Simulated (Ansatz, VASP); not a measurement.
# Al: VASP beside Ansatz

```xyz
2
Lattice="2.8086 0.0000 0.0000 -1.4043 2.4323 0.0000 0.0000 0.0000 4.7505" Properties=species:S:1:pos:R:3 pbc="T T T"
Al    0.0000    1.6215    1.1876
Al    1.4043    0.8108    3.5629
```

Alike in both runs: task single point; functional BLYP; k mesh 14 × 14 × 7; occupations fermi-dirac, width 0.1 eV; no spin polarisation.

|  | VASP | Ansatz |
| --- | --- | --- |
| version | VASP 6.6.1 | Ansatz 0.2.0 |
| potentials or method | VASP PAW PBE potentials, release 64 (Al) | plane waves (420 eV) with PAW, scalar-relativistic |
| plane-wave cutoff (eV) | 520 | 420 |
| valence electrons in the cell | 6 | 6 |

|  | VASP | Ansatz | Ansatz less VASP |
| --- | --- | --- | --- |
| pressure (GPa) | 5.7 | 5.6 | -0.14 |
| largest component of the traceless stress (GPa) | 0.35 | 0.36 | +0.010 |

Caveats: the PAW data sets were made with another functional, which shifts forces and pressure a little (VASP).
